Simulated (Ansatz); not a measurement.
Wanted: the native input for an Ansatz 0.2.0 run.

```
Task                : single point
Functional          : PBE
Potentials or basis : Ansatz PAW
Cutoff              : 250 eV
Density cutoff      : 1000 eV
k mesh              : 9 × 9 × 5
Occupations         : fermi-dirac, width 0.05 eV
Spin                : no spin polarisation
```

The system is Ga2O3.

```xyz
10
Lattice="6.1070 -1.5186 0.0000 6.1070 1.5186 0.0000 -1.3860 0.0000 5.6300" Properties=species:S:1:pos:R:3 pbc="T T T"
Ga    3.2184    0.0000    3.8621
Ga    7.6096    0.0000    1.7679
Ga   10.8240    0.0000    1.1564
Ga    0.0041    0.0000    4.4736
O     5.1267    0.0000    4.1853
O     5.7013    0.0000    1.4447
O     9.4919    0.0000    2.4592
O     1.3361    0.0000    3.1708
O     8.9710    0.0000    5.0118
O     1.8570    0.0000    0.6182
```

One way to write it, as run:

input.yaml

```yaml
crystal:
  lattice:
    - [6.107, -1.51855, 0.0]
    - [6.107, 1.51855, 0.0]
    - [-1.3859888959, 0.0, 5.630008738]
  atoms:
    - { symbol: Ga, position: [0.34134, 0.34134, 0.68598] }
    - { symbol: Ga, position: [0.65866, 0.65866, 0.31402] }
    - { symbol: Ga, position: [0.9095, 0.9095, 0.2054] }
    - { symbol: Ga, position: [0.0905, 0.0905, 0.7946] }
    - { symbol: O, position: [0.5041, 0.5041, 0.7434] }
    - { symbol: O, position: [0.4959, 0.4959, 0.2566] }
    - { symbol: O, position: [0.8267, 0.8267, 0.4368] }
    - { symbol: O, position: [0.1733, 0.1733, 0.5632] }
    - { symbol: O, position: [0.8355, 0.8355, 0.8902] }
    - { symbol: O, position: [0.1645, 0.1645, 0.1098] }
hamiltonian:
  xc: pbe
  pseudopotentials: { kind: paw }
kpoints:
  mp_grid: { grid: [9, 9, 5] }
scf:
  occupations: { method: fermi_dirac, width: 0.05 }
basis:
  ecutwfc: "250 eV"
output:
  forces: true
  stress: true
  eigenvalues: true
```

Potentials or basis: Ansatz PAW.

Command:

```console
$ ansatz run input.yaml --threads 4 --pin off --max-ram 11264MiB --backend cpu --events-out ev --progress --plain --runs-dir out
```

Results of the run:

```json
{
 "Pressure": "16.9 GPa",
 "Largest force": "0.824 eV/Å",
 "Band gap on the k mesh": "2.23 eV, indirect (least direct gap 2.31 eV)"
}
```

Caveat: odd divisions of the mesh miss points on the zone boundary, where band edges often lie, so the gap on the mesh can be too wide; so large a pressure means that the cell lies far from this level's equilibrium, or that cutoff or potentials fall short; the pressure holds a Pulay correction of +132.9 GPa for the finite cutoff; the cutoff lies under the one recommended for these potentials.

Run time: 4.4 s on 4 threads of Arm Neoverse V2 (shared host), peak memory 0.52 GiB.
